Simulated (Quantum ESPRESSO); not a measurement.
# TiTe2 (P-3m1) in Quantum ESPRESSO: further runs, part 2 of 2

Quantum ESPRESSO 7.5. Earlier steps stand in the parts before.

## (3) Band structure, PBEsol

Input file pw.in:

```
&CONTROL
  calculation = 'scf'
  prefix = 'pwscf'
  outdir = './tmp'
  pseudo_dir = './pseudo'
  tprnfor = .true.
  tstress = .true.
  disk_io = 'low'
/
&SYSTEM
  ibrav = 0
  celldm(1) = 8
  nat = 3
  ntyp = 2
  ecutwfc = 90
  nbnd = 40
  occupations = 'smearing'
  smearing = 'fd'
  degauss = 0.00367493
/
&ELECTRONS
  conv_thr = 6d-10
  electron_maxstep = 120
  mixing_beta = 0.5
/
ATOMIC_SPECIES
Te   127.6000 Te.upf
Ti    47.8670 Ti.upf
CELL_PARAMETERS alat
  0.8921869465889   0.0000000000000   0.0000000000000
 -0.4460934732945   0.7726565606724   0.0000000000000
  0.0000000000000   0.0000000000000   1.5349300447273
ATOMIC_POSITIONS crystal
Te     0.3333333333    0.6666666667    0.7372000000
Te     0.6666666667    0.3333333333    0.2628000000
Ti     0.0000000000    0.0000000000    0.0000000000
K_POINTS automatic
8 8 4 0 0 0
```

Input file bands.in:

```
&CONTROL
  calculation = 'bands'
  prefix = 'pwscf'
  outdir = './tmp'
  pseudo_dir = './pseudo'
  disk_io = 'low'
  verbosity = 'high'
/
&SYSTEM
  ibrav = 0
  celldm(1) = 8
  nat = 3
  ntyp = 2
  ecutwfc = 90
  nbnd = 40
  occupations = 'smearing'
  smearing = 'fd'
  degauss = 0.00367493
/
&ELECTRONS
  conv_thr = 1d-08
  electron_maxstep = 120
  mixing_beta = 0.5
  diago_full_acc = .true.
  startingwfc = 'random'
/
ATOMIC_SPECIES
Te   127.6000 Te.upf
Ti    47.8670 Ti.upf
CELL_PARAMETERS alat
  0.8921869465889   0.0000000000000   0.0000000000000
 -0.4460934732945   0.7726565606724   0.0000000000000
  0.0000000000000   0.0000000000000   1.5349300447273
ATOMIC_POSITIONS crystal
Te     0.3333333333    0.6666666667    0.7372000000
Te     0.6666666667    0.3333333333    0.2628000000
Ti     0.0000000000    0.0000000000    0.0000000000
K_POINTS crystal
60
 0.0000000000  0.0000000000  0.0000000000 1
 0.0625000000  0.0000000000  0.0000000000 1
 0.1250000000  0.0000000000  0.0000000000 1
 0.1875000000  0.0000000000  0.0000000000 1
 0.2500000000  0.0000000000  0.0000000000 1
 0.3125000000  0.0000000000  0.0000000000 1
 0.3750000000  0.0000000000  0.0000000000 1
 0.4375000000  0.0000000000  0.0000000000 1
 0.5000000000  0.0000000000  0.0000000000 1
 0.4583333333  0.0833333333  0.0000000000 1
 0.4166666667  0.1666666667  0.0000000000 1
 0.3750000000  0.2500000000  0.0000000000 1
 0.3333333333  0.3333333333  0.0000000000 1
 0.2962962963  0.2962962963  0.0000000000 1
 0.2592592593  0.2592592593  0.0000000000 1
 0.2222222222  0.2222222222  0.0000000000 1
 0.1851851852  0.1851851852  0.0000000000 1
 0.1481481481  0.1481481481  0.0000000000 1
 0.1111111111  0.1111111111  0.0000000000 1
 0.0740740741  0.0740740741  0.0000000000 1
 0.0370370370  0.0370370370  0.0000000000 1
 0.0000000000  0.0000000000  0.0000000000 1
 0.0000000000  0.0000000000  0.1250000000 1
 0.0000000000  0.0000000000  0.2500000000 1
 0.0000000000  0.0000000000  0.3750000000 1
 0.0000000000  0.0000000000  0.5000000000 1
 0.0625000000  0.0000000000  0.5000000000 1
 0.1250000000  0.0000000000  0.5000000000 1
 0.1875000000  0.0000000000  0.5000000000 1
 0.2500000000  0.0000000000  0.5000000000 1
 0.3125000000  0.0000000000  0.5000000000 1
 0.3750000000  0.0000000000  0.5000000000 1
 0.4375000000  0.0000000000  0.5000000000 1
 0.5000000000  0.0000000000  0.5000000000 1
 0.4666666667  0.0666666667  0.5000000000 1
 0.4333333333  0.1333333333  0.5000000000 1
 0.4000000000  0.2000000000  0.5000000000 1
 0.3666666667  0.2666666667  0.5000000000 1
 0.3333333333  0.3333333333  0.5000000000 1
 0.3030303030  0.3030303030  0.5000000000 1
 0.2727272727  0.2727272727  0.5000000000 1
 0.2424242424  0.2424242424  0.5000000000 1
 0.2121212121  0.2121212121  0.5000000000 1
 0.1818181818  0.1818181818  0.5000000000 1
 0.1515151515  0.1515151515  0.5000000000 1
 0.1212121212  0.1212121212  0.5000000000 1
 0.0909090909  0.0909090909  0.5000000000 1
 0.0606060606  0.0606060606  0.5000000000 1
 0.0303030303  0.0303030303  0.5000000000 1
 0.0000000000  0.0000000000  0.5000000000 1
 0.5000000000  0.0000000000  0.5000000000 1
 0.5000000000  0.0000000000  0.3750000000 1
 0.5000000000  0.0000000000  0.2500000000 1
 0.5000000000  0.0000000000  0.1250000000 1
 0.5000000000  0.0000000000  0.0000000000 1
 0.3333333333  0.3333333333  0.0000000000 1
 0.3333333333  0.3333333333  0.1250000000 1
 0.3333333333  0.3333333333  0.2500000000 1
 0.3333333333  0.3333333333  0.3750000000 1
 0.3333333333  0.3333333333  0.5000000000 1
```

Potentials or basis: PseudoDojo 0.4 SR PBEsol stringent.

Command:

```bash
$ OMP_NUM_THREADS=1 mpirun -n 2 pw.x -nk 2 -in pw.in > pw.out
$ OMP_NUM_THREADS=1 mpirun -n 2 pw.x -nk 2 -in bands.in > bands.out
```

pw.out:

```text
This program is part of the open-source Quantum ESPRESSO suite
     for quantum simulation of materials; please cite
[... 13 lines left out ...]
     --------------------
     sticks:   dense  smooth     PW     G-vecs:    dense   smooth      PW
     Sum        1261    1261    361                62475    62475    9459

     Using Slab Decomposition

     bravais-lattice index     =            0
     lattice parameter (alat)  =       8.0000  a.u.
     unit-cell volume          =     541.7525 (a.u.)^3
     number of atoms/cell      =            3
     number of atomic types    =            2
     number of electrons       =        60.00
     number of Kohn-Sham states=           40
     kinetic-energy cutoff     =      90.0000  Ry
     charge density cutoff     =     360.0000  Ry
     scf convergence threshold =      6.0E-10
     mixing beta               =       0.5000
     number of iterations used =            8  plain     mixing
     Exchange-correlation= PBESOL
                           (   1   4  10   8   0   0   0)

     celldm(1)=   8.000000  celldm(2)=   0.000000  celldm(3)=   0.000000
     celldm(4)=   0.000000  celldm(5)=   0.000000  celldm(6)=   0.000000

     crystal axes: (cart. coord. in units of alat)
               a(1) = (   0.892187   0.000000   0.000000 )
               a(2) = (  -0.446093   0.772657   0.000000 )
               a(3) = (   0.000000   0.000000   1.534930 )

     reciprocal axes: (cart. coord. in units 2 pi/alat)
               b(1) = (  1.120841  0.647118 -0.000000 )
               b(2) = (  0.000000  1.294236  0.000000 )
               b(3) = (  0.000000 -0.000000  0.651495 )

     PseudoPot. # 1 for Te read from file:
     Te.upf
     Pseudo is Norm-conserving + core correction, Zval = 24.0
     Generated using ONCVPSP code by D. R. Hamann
     Using radial grid of 1294 points,  6 beta functions with:
                l(1) =   0
                l(2) =   0
                l(3) =   1
                l(4) =   1
                l(5) =   2
                l(6) =   2

     PseudoPot. # 2 for Ti read from file:
     Ti.upf
     Pseudo is Norm-conserving + core correction, Zval = 12.0
     Generated using ONCVPSP code by D. R. Hamann
     Using radial grid of 1586 points,  6 beta functions with:
                l(1) =   0
                l(2) =   0
                l(3) =   1
                l(4) =   1
                l(5) =   2
                l(6) =   2

     atomic species   valence    mass     pseudopotential
     Te               24.00   127.60000     Te( 1.00)
     Ti               12.00    47.86700     Ti( 1.00)

     12 Sym. Ops., with inversion, found

   Cartesian axes

     site n.     atom                  positions (alat units)
         1        Te     tau(   1) = (  -0.0000000   0.5151044   1.1315504  )
         2        Te     tau(   2) = (   0.4460935   0.2575522   0.4033796  )
         3        Ti     tau(   3) = (   0.0000000   0.0000000   0.0000000  )

     number of k points=    35  Fermi-Dirac smearing, width (Ry)=  0.0037
                       cart. coord. in units 2pi/alat
        k(    1) = (   0.0000000   0.0000000   0.0000000), wk =   0.0078125
        k(    2) = (   0.0000000   0.0000000   0.1628739), wk =   0.0156250
        k(    3) = (   0.0000000   0.0000000  -0.3257477), wk =   0.0078125
        k(    4) = (   0.0000000   0.1617795   0.0000000), wk =   0.0468750
        k(    5) = (   0.0000000   0.1617795   0.1628739), wk =   0.0468750
        k(    6) = (   0.0000000   0.1617795  -0.3257477), wk =   0.0468750
[... 27 lines left out ...]
        k(   34) = (  -0.1401052   0.4044488  -0.1628739), wk =   0.0937500
        k(   35) = (  -0.1401052   0.5662283  -0.1628739), wk =   0.0937500

     Dense  grid:    62475 G-vectors     FFT dimensions: (  45,  45,  75)

     Initial potential from superposition of free atoms

     starting charge      59.9981, renormalised to      60.0000
     Starting wfcs are   36 randomized atomic wfcs +    4 random wfcs

     Self-consistent Calculation

     iteration #  1     ecut=    90.00 Ry     beta= 0.50
     Davidson diagonalization with overlap
     ethr =  1.00E-02,  avg # of iterations =  4.3

     Threshold (ethr) on eigenvalues was too large:
     Diagonalizing with lowered threshold

     Davidson diagonalization with overlap
     ethr =  1.54E-04,  avg # of iterations =  3.0

     total energy              =   -1242.40524868 Ry
     estimated scf accuracy    <       0.09703883 Ry

     iteration #  2     ecut=    90.00 Ry     beta= 0.50
     Davidson diagonalization with overlap
     ethr =  1.62E-04,  avg # of iterations =  2.9
[... 50 lines left out ...]
     total energy              =   -1242.43976855 Ry
     estimated scf accuracy    <          6.7E-10 Ry

     iteration # 10     ecut=    90.00 Ry     beta= 0.50
     Davidson diagonalization with overlap
     ethr =  1.12E-12,  avg # of iterations =  2.0

     End of self-consistent calculation

          k = 0.0000 0.0000 0.0000 (  7825 PWs)   bands (ev):

  -147.5424-147.5424 -97.6390 -97.6390 -97.6390 -97.6390 -97.6221 -97.6221
   -45.8314 -25.0324 -25.0324 -25.0286 -25.0286 -25.0110 -25.0110 -25.0093
   -25.0093 -25.0040 -25.0020 -22.1829 -22.1829 -22.1605  -1.0107   0.4966
     6.1707   9.7521   9.7521  11.7463  11.8138  11.8138  12.0005  12.4969
    12.4969  14.4978  14.4978  16.4826  17.2272  19.2212  19.2212  20.4835

          k = 0.0000 0.0000 0.1629 (  7843 PWs)   bands (ev):
[... 81 lines left out ...]
  -147.5424-147.5424 -97.6390 -97.6390 -97.6390 -97.6390 -97.6221 -97.6221
   -45.8290 -25.0349 -25.0282 -25.0275 -25.0227 -25.0141 -25.0117 -25.0090
   -25.0078 -24.9980 -24.9972 -22.2245 -22.1907 -22.1440   0.5416   0.7077
     6.9453   7.2025   9.1222   9.5204  10.0967  10.7857  11.3406  12.6693
    12.8837  14.0537  14.2640  16.0973  16.3301  17.4850  18.9577  20.8486

          k = 0.0000-0.6471 0.0000 (  7820 PWs)   bands (ev):

  -147.5424-147.5424 -97.6390 -97.6390 -97.6390 -97.6390 -97.6221 -97.6221
   -45.8287 -25.0351 -25.0301 -25.0284 -25.0199 -25.0133 -25.0125 -25.0097
   -25.0059 -24.9984 -24.9964 -22.2316 -22.1921 -22.1411   0.7513   0.9426
     6.4597   7.7227   8.6967   9.0110   9.6815  10.2877  11.4250  12.5660
    12.8849  13.8342  14.7965  16.7295  17.0127  17.4667  18.7189  19.8232

          k = 0.0000-0.6471 0.1629 (  7824 PWs)   bands (ev):

  -147.5424-147.5424 -97.6390 -97.6390 -97.6390 -97.6390 -97.6221 -97.6221
   -45.8287 -25.0359 -25.0286 -25.0277 -25.0210 -25.0138 -25.0123 -25.0093
   -25.0066 -24.9980 -24.9965 -22.2316 -22.1921 -22.1411   0.7403   0.9710
     6.4009   7.2351   8.8343   9.5129   9.7429  10.5727  11.3606  12.5654
    12.8774  14.2261  14.4050  15.8031  16.6272  17.9645  18.5894  19.4985

          k = 0.0000-0.6471-0.3257 (  7796 PWs)   bands (ev):

  -147.5424-147.5424 -97.6390 -97.6390 -97.6390 -97.6390 -97.6221 -97.6221
   -45.8287 -25.0365 -25.0270 -25.0263 -25.0227 -25.0141 -25.0123 -25.0085
   -25.0074 -24.9973 -24.9964 -22.2316 -22.1921 -22.1411   0.7321   0.9968
     6.3905   6.8601   9.0131   9.4041  10.4429  10.8162  11.1309  12.5643
    12.8652  14.0492  14.9395  15.5123  16.0118  16.5887  18.8853  20.6300

          k = 0.1401 0.2427 0.0000 (  7811 PWs)   bands (ev):

  -147.5424-147.5424 -97.6390 -97.6390 -97.6390 -97.6390 -97.6221 -97.6221
   -45.8303 -25.0326 -25.0312 -25.0283 -25.0258 -25.0127 -25.0117 -25.0088
   -25.0082 -25.0016 -24.9997 -22.2013 -22.1875 -22.1528  -0.5122   0.7372
     6.7907   8.7587   9.5688   9.7202  10.4762  11.2677  11.7609  12.5844
    12.8196  13.9381  14.5613  18.4008  18.4024  18.7459  18.9709  19.1262
[... 131 lines left out ...]
  -147.5424-147.5424 -97.6390 -97.6390 -97.6390 -97.6390 -97.6221 -97.6221
   -45.8290 -25.0339 -25.0292 -25.0277 -25.0228 -25.0130 -25.0124 -25.0101
   -25.0068 -24.9989 -24.9973 -22.2245 -22.1907 -22.1440   0.3385   0.9442
     6.8357   7.4732   8.5364   9.5519  10.5341  10.7108  11.2757  12.6161
    13.0581  13.7495  14.2936  15.9790  16.4569  18.8105  19.2907  19.8044

          k =-0.1401 0.4044-0.1629 (  7807 PWs)   bands (ev):

  -147.5424-147.5424 -97.6390 -97.6390 -97.6390 -97.6390 -97.6221 -97.6221
   -45.8293 -25.0329 -25.0295 -25.0271 -25.0248 -25.0128 -25.0115 -25.0103
   -25.0076 -24.9993 -24.9979 -22.2167 -22.1926 -22.1460   0.1547   0.8272
     7.2966   7.8466   8.5870   9.3850  10.0186  10.5853  11.7378  12.6699
    13.0358  13.4403  14.3240  16.8187  17.7615  18.3347  19.2897  20.2201

          k =-0.1401 0.5662-0.1629 (  7815 PWs)   bands (ev):

  -147.5424-147.5424 -97.6390 -97.6390 -97.6390 -97.6390 -97.6221 -97.6221
   -45.8287 -25.0346 -25.0284 -25.0265 -25.0229 -25.0127 -25.0125 -25.0099
   -25.0071 -24.9980 -24.9967 -22.2274 -22.1962 -22.1412   0.6610   1.0415
     6.6415   7.3542   8.7190   9.1934   9.7536  10.0485  11.7912  12.6420
    12.9011  13.6667  14.2056  16.5043  17.4059  18.0369  18.7587  19.3282

     the Fermi energy is    11.3997 ev

!    total energy              =   -1242.43976855 Ry
     estimated scf accuracy    <          3.0E-11 Ry
     smearing contrib. (-TS)   =      -0.00085863 Ry
     internal energy E=F+TS    =   -1242.43890992 Ry

     The total energy is F=E-TS. E is the sum of the following terms:
     one-electron contribution =    -864.49578258 Ry
     hartree contribution      =     412.95263260 Ry
     xc contribution           =    -163.78172452 Ry
     ewald contribution        =    -627.11403543 Ry

     convergence has been achieved in  10 iterations

     Forces acting on atoms (cartesian axes, Ry/au):

     atom    1 type  1   force =     0.00000000    0.00000000    0.00489761
     atom    2 type  1   force =     0.00000000    0.00000000   -0.00489761
     atom    3 type  2   force =     0.00000000   -0.00000000    0.00000000

     Total force =     0.006926     Total SCF correction =     0.000056

     Computing stress (Cartesian axis) and pressure

          total   stress  (Ry/bohr**3)                   (kbar)     P=      -35.45
  -0.00025452  -0.00000000   0.00000000          -37.44       -0.00        0.00
  -0.00000000  -0.00025452   0.00000000           -0.00      -37.44        0.00
   0.00000000   0.00000000  -0.00021397            0.00        0.00      -31.48

=------------------------------------------------------------------------------=
   JOB DONE.
=------------------------------------------------------------------------------=
```

Run time: 3.5 min. Hardware: 2 MPI ranks of Arm Neoverse V2, shared host; peak memory 0.44 GiB.

Results:

```yaml
Free_energy: -16904.2542 eV
Pressure: -3.5 GPa
Largest_force: 0.126 eV/Å
Band_gap_on_the_k_mesh: none (metal or under the smearing width)
```

Forces in eV/Å, atoms in the order of the input:
```
Te   0.000  0.000  0.126
Te   0.000  0.000 -0.126
Ti   0.000  0.000  0.000
```

Levels at the corners of the path, in eV from the Fermi level:
| point | band 27 | band 28 | band 29 | band 30 | band 31 | band 32 | band 33 | band 34 |
| --- | --- | --- | --- | --- | --- | --- | --- | --- |
| Γ | -1.65 | 0.35 | 0.41 | 0.41 | 0.60 | 1.10 | 1.10 | 3.10 |
| M | -2.70 | -2.39 | -1.72 | -1.11 | 0.03 | 1.17 | 1.49 | 2.43 |
| K | -3.65 | -2.34 | -2.33 | -2.33 | 0.98 | 1.44 | 1.44 | 2.11 |
| Γ | -1.65 | 0.35 | 0.41 | 0.41 | 0.60 | 1.10 | 1.10 | 3.10 |
| A | -1.58 | -1.58 | 0.40 | 0.40 | 0.78 | 0.78 | 1.02 | 3.53 |
| L | -2.39 | -2.00 | -0.96 | -0.58 | -0.27 | 1.16 | 1.47 | 2.65 |
| H | -3.68 | -3.22 | -1.67 | -1.67 | 0.98 | 1.00 | 1.00 | 3.04 |
| A | -1.58 | -1.58 | 0.40 | 0.40 | 0.78 | 0.78 | 1.02 | 3.53 |
| L | -2.39 | -2.00 | -0.96 | -0.58 | -0.27 | 1.16 | 1.47 | 2.65 |
| M | -2.70 | -2.39 | -1.72 | -1.11 | 0.03 | 1.17 | 1.49 | 2.43 |
| K | -3.65 | -2.34 | -2.33 | -2.33 | 0.98 | 1.44 | 1.44 | 2.11 |
| H | -3.68 | -3.22 | -1.67 | -1.67 | 0.98 | 1.00 | 1.00 | 3.04 |

Caveat: spin-orbit coupling is left out, which moves the levels of the heavy elements; this functional lacks dispersion, which binds the layers, so the pressure and a relaxed spacing across them are unreliable.

## (4) Band structure, PBEsol

Edit pw.in of step 3 so:

```diff
@@ -14,4 +14,4 @@
   ntyp = 2
-  ecutwfc = 90
-  nbnd = 40
+  ecutwfc = 84
+  nbnd = 31
   occupations = 'smearing'
```

Edit bands.in of step 3 so:

```diff
@@ -13,4 +13,4 @@
   ntyp = 2
-  ecutwfc = 90
-  nbnd = 40
+  ecutwfc = 84
+  nbnd = 31
   occupations = 'smearing'
```

Potentials or basis: PseudoDojo 0.4.1 SR PBEsol standard.

Command:

```bash
$ OMP_NUM_THREADS=1 mpirun -n 2 pw.x -nk 2 -in pw.in > pw.out
$ OMP_NUM_THREADS=1 mpirun -n 2 pw.x -nk 2 -in bands.in > bands.out
```

Run time: 2.7 min. Hardware: 2 MPI ranks of Arm Neoverse V2, shared host; peak memory 0.34 GiB.

Results (log left out):

```yaml
Free_energy: -7312.7299 eV
Pressure: -2.2 GPa
Largest_force: 0.121 eV/Å
Band_gap_on_the_k_mesh: none (metal or under the smearing width)
```

Forces in eV/Å, atoms in the order of the input:
```
Te   0.000  0.000  0.121
Te   0.000  0.000 -0.121
Ti   0.000  0.000  0.000
```

Stress tensor (GPa, compression positive):
```
-2.35  0.00  0.00
 0.00 -2.35  0.00
 0.00  0.00 -1.86
```

Levels at the corners of the path, in eV from the Fermi level:
```csv
point,band 19,band 20,band 21,band 22,band 23,band 24,band 25,band 26
Γ,-1.65,0.35,0.41,0.41,0.60,1.09,1.09,3.09
M,-2.70,-2.38,-1.72,-1.11,0.03,1.16,1.48,2.43
K,-3.66,-2.35,-2.32,-2.32,0.97,1.44,1.44,2.10
Γ,-1.65,0.35,0.41,0.41,0.60,1.09,1.09,3.09
A,-1.58,-1.58,0.40,0.40,0.78,0.78,1.03,3.53
L,-2.38,-2.00,-0.95,-0.59,-0.27,1.16,1.46,2.65
H,-3.69,-3.22,-1.67,-1.67,0.98,1.00,1.00,3.04
A,-1.58,-1.58,0.40,0.40,0.78,0.78,1.03,3.53
L,-2.38,-2.00,-0.95,-0.59,-0.27,1.16,1.46,2.65
M,-2.70,-2.38,-1.72,-1.11,0.03,1.16,1.48,2.43
K,-3.66,-2.35,-2.32,-2.32,0.97,1.44,1.44,2.10
H,-3.69,-3.22,-1.67,-1.67,0.98,1.00,1.00,3.04
```

Caveat: spin-orbit coupling is left out, which moves the levels of the heavy elements; this functional lacks dispersion, which binds the layers, so the pressure and a relaxed spacing across them are unreliable.

## (5) Overview

```csv
potentials or basis,cutoff (eV),gap on the mesh (eV),pressure (GPa),largest force (eV/Å)
GBRV 1.5 PBEsol,612,none,-2.2,0.11
PseudoDojo 0.4 SR PBEsol stringent,1225,none,-3.5,0.13
PseudoDojo 0.4.1 SR PBEsol standard,1143,none,-2.2,0.12
```

Alike in all rows: task band structure; level PBEsol; no spin polarisation; cell as given; k mesh 8 × 8 × 4; smearing fermi-dirac 0.05 eV.

Caveats: spin-orbit coupling is left out, which moves the levels of the heavy elements; this functional lacks dispersion, which binds the layers, so the pressure and a relaxed spacing across them are unreliable.

Total energies depend on the potentials used, so only differences within one code and one set of settings carry meaning.
